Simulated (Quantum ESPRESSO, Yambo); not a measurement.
# Sb (buckled honeycomb monolayer): G0W0 on several meshes in Yambo, part 2 of 2

How does the mesh move the gap of Sb (buckled honeycomb monolayer)?

Quantum ESPRESSO 7.5 and Yambo 5.3.0; PBE and many-body steps on it, plane waves. Known limits of the many-body steps: not at the basis limit; no spin-orbit coupling.

So far. Step 4 (6×6×1): The gap on the mesh goes from 1.31 eV to 2.16 eV, a correction of +0.84 eV. Step 5 (Empty states on the mesh, 3×3×1 mesh, 209 bands): On this mesh the gap is 1.314 eV.

## Step 6: Conversion and set-up

This step: Yambo 5.3.0; conversion and set-up on PBE, plane waves, norm-conserving pseudopotentials.

On the command line:

```bash
$ (cd o/x.save; p2y > p2y.log; mv SAVE ../..); yambo > setup.log
```

Output:

```text
 Yambo, version 5.3.0

 [02] CORE Variables Setup
 =========================

  [02.01] Unit cells
  ==================

  Cell kind             :  HCP
  Atoms in the cell     :  Sb
  number of Sb atoms    :  2

  List of atomic masses
  Mass of Sb    :  121.7600

  List of atomic coordinates    : [cc]
  Sb1       : -0.51595E-09   4.5029       11.683      order 1
  Sb2       :   3.89966   2.25147  14.77352  order 2

  Alat factors          :   7.79933   6.75441  26.45617 [a.u.]
  Direct lattice volume :   1393.71    [a.u.]
  Direct lattice vectors:  A[ 1 ]  A[ 2 ]  A[ 3 ]
[...]
0.000000  0.000000  0.000000  0.000000  0.000000  0.000000  0.000000  0.000000

 [03] Transferred momenta grid and indexing
 ==========================================

 IBZ Q-points                                      :  3
 BZ  Q-points                                      :   9

 K/Q-points units:
 rlu = crystal or reduced units; cc = cartesian coordinates; iku = interal k-units

 Q [1]          [rlu]:  0.000000  0.000000  0.000000
 Q [2]          [rlu]: -0.84664E-17  0.33333       0.0000
 Q [3]          [rlu]:  0.333333  0.333333  0.000000

  [03.01] X indexes
  =================

   [03.01.01] Sigma indexes
   ========================

 [06] Game Over & Game summary
```

The job ended after 2 s (1 MPI rank of Arm Neoverse V2, shared host; peak memory 0.26 GiB).

## Step 7: 3×3×1

This step: G0W0 on PBE, plane waves, norm-conserving pseudopotentials.

gw11.in

```
HF_and_locXC
gw0
dyson
ppa
em1d
rim_cut
rim_w
RandQpts= 3000000
RandGvec= 100 RL
CUTGeo= "slab z"
RandGvecW= 9 RL
EXXRLvcs= 88 Ry
VXCRLvcs= 352 Ry
Chimod= "HARTREE"
% BndsRnXp
 1 | 209 |
%
NGsBlkXp= 10.5 Ry
% LongDrXp
 1 | 1 | 0 |
%
% GbndRnge
 1 | 209 |
%
DysSolver= "n"
ExtendOut
PPAPntXp= 27.21138 eV
% QPkrange
 1 | 1 | 22 | 25 |
 2 | 2 | 22 | 25 |
%
```

On the command line:

```bash
$ OMP_NUM_THREADS=1 mpirun -n 4 yambo -F gw11.in -J gw11 -C gw11 > gw11.log
```

Output:

```text
 Yambo, version 5.3.0

 [02] CORE Variables Setup
 =========================

  [... cell, symmetries and grids as in the set-up ...]

  [02.05] Energies & Occupations
  ==============================

  [X] === General ===
  [X] Electronic Temperature                        :  0.000000  0.000000 [eV K]
  [X] Bosonic    Temperature                        :  0.000000  0.000000 [eV K]
  [X] Finite Temperature mode                       : no
  [X] El. density                                   :  0.22273E+24 [cm-3]
  [X] Fermi Level                                   : -0.091652 [eV]

  [X] === Gaps and Widths ===
  [X] Conduction Band Min                           :  1.313505 [eV]
  [X] Valence Band Max                              :  0.000000 [eV]
  [X] Filled Bands                                  :  23
  [X] Empty Bands                                   :   24  209
  [X] Direct Gap                                    :  1.577658 [eV]
  [X] Direct Gap localized at k                     :  1
  [X] Indirect Gap                                  :  1.313505 [eV]
  [X] Indirect Gap between kpts                     :  1  2
  [X] Last valence band width                       :  1.770320 [eV]
  [X] 1st conduction band width                     :  0.264153 [eV]

 [03] Transferred momenta grid and indexing
 ==========================================

 IBZ Q-points                                      :  3
 BZ  Q-points                                      :   9

 K/Q-points units:
 rlu = crystal or reduced units; cc = cartesian coordinates; iku = interal k-units

 Q [1]          [rlu]:  0.000000  0.000000  0.000000
 Q [2]          [rlu]: -0.84664E-17  0.33333       0.0000
 Q [3]          [rlu]:  0.333333  0.333333  0.000000

 [04] Coloumb potential Random Integration (RIM)
[...]
[09.02] RIM-W integrals
  =======================

  8 x (sBL volume)        :  0.158203 [a.u.]
  sBZ random points       :  3000000
  Points outside the sBZ  :  24000829
  RL volume               :  0.177979 [a.u.]
  Integrated volume       :  0.177973 [a.u.]

  [09.03] RIM integrals
  =====================

  Comparison between head Wc = W - v averages: < Wc > [au] RIM-W/RIM

   < -Wc [Q = 1] > 0.734853E-1 0.170048E-3 * < -Wc [Q = 2] > 0.005189 0.004821
   < -Wc [Q = 3] > 0.001087 0.001047

  Comparison between head Wc = W - v averages: < Wc > [au] RIM-W/RIM

   < -Wc [G = 1,G`=0] > 0.734853E-1 0.170048E-3 * < -Wc [G = 2,G`=0] >-0.004991 0.000000
   < -Wc [G = 3,G`=0] >-0.004989 0.000000 * < -Wc [G = 4,G`=0] > 0.245134E-3  0.00000
   < -Wc [G = 5,G`=0] > 0.244749E-3  0.00000 * < -Wc [G = 6,G`=0] > 0.153662E-3  0.00000
   < -Wc [G = 7,G`=0] > 0.153836E-3  0.00000 * < -Wc [G = 8,G`=0] >-0.214489E-4  0.00000
   < -Wc [G = 9,G`=0] >-0.249602E-4  0.00000 * < -Wc [G = 10,G`=0] >-0.213768E-4  0.00000
   < -Wc [G = 11,G`=0] >-0.217494E-4  0.00000 * < -Wc [G = 12,G`=0] >-0.248941E-4  0.00000
   < -Wc [G = 13,G`=0] >-0.216419E-4  0.00000

 [10] G0W0 (W PPA)
 =================

 [  GW  ] Bands range     :    1  209
 [GW/PPA] G damping       :  0.100000 [eV]

 QP @ state[ 1 ] K range:  1  2
 QP @ state[ 1 ] b range:  22  25

  Sc/G bands                                       :    1  209
  Sc/G damping                                     :  0.100000 ev
  Sc bands terminator                              : no
  Sx RL components                                 :  19465

  QP @ state[ 1 ] K range                          :  1  2
  QP @ state[ 1 ] b range                          :  22  25
  GF energies kind                                 : Perdew, Burke & Ernzerhof(X)+Perdew, Burke & Ernzerhof(C)
  GF WF`s kind                                     : Perdew, Burke & Ernzerhof(X)+Perdew, Burke & Ernzerhof(C)
  Xs energies kind                                 : Perdew, Burke & Ernzerhof(X)+Perdew, Burke & Ernzerhof(C)
  Xs WF`s kind                                     : Perdew, Burke & Ernzerhof(X)+Perdew, Burke & Ernzerhof(C)

 [14] Game Over & Game summary
```

Run time: 2.1 min. Hardware: 4 MPI ranks; peak memory 2.7 GiB.

This step gave:

```yaml
g0w0_gap_on_the_points_computed: 1.936 eV
starting_gap_on_the_mesh: 1.314 eV
k_of_the_valence_top: 0, 0, 0
k_of_the_conduction_bottom: 0, 0.3333, 0
least_direct_g0w0_gap_on_the_computed_points: 2.396 eV
z_at_the_valence_top: 0.6469
z_at_the_conduction_bottom: 0.6465
```

Against G0W0 in Yambo (6×6×1 mesh, 209 bands, screening to 142.9 eV, Godby-Needs plasmon pole), the gap moves by −0.221 eV.

## Step 8: Side by side

Times are wall times on 4 MPI ranks of Arm Neoverse V2, shared host, good to a factor of about two.

| run | mesh | bands | screening cutoff (eV) | DFT gap (eV) | gap on the mesh (eV) | direct (eV) | time |
| --- | --- | --- | --- | --- | --- | --- | --- |
| 6×6×1 | 6×6×1 | 209 | 142.9 | 1.314 | 2.157 | 2.627 | 12 min |
| 3×3×1 | 3×3×1 | 209 | 142.9 | 1.314 | 1.936 | 2.396 | 2.1 min |

## Step 9: Results

| Item | Value |
| --- | --- |
| 6×6×1 | 2.157 eV |
| 3×3×1 | 1.936 eV |
| known limits | not at the basis limit; no spin-orbit coupling |

3×3×1: −0.221 eV against 6×6×1. Bands and cutoff are finite, so the gap is not at the basis limit. The miss can reach some tenths of an eV and take either sign; the mesh is an error of its own. In the G0W0 runs levels were corrected at 2 k points alone, so a gap called «on the mesh» is the least over those, and an edge elsewhere would be missed. The many-body steps are scalar-relativistic: spin-orbit coupling is not in them.

[Paths, hosts, dates, memory and timing lines, banners, echoed tables and standing remarks are left out of the program output.]

[Logs are printed without paths, hosts, clocks, repeated set-up lines and the standing remarks that a program may print on its own settings, such as how far it seeks lower states.]

[Runs of the session that timed out or met a known fault of the program may be left out.]

[Hosts, paths, dates, database ids (printed as entryN), source tags and the programs' standing remarks are cut or masked in the printed files.]
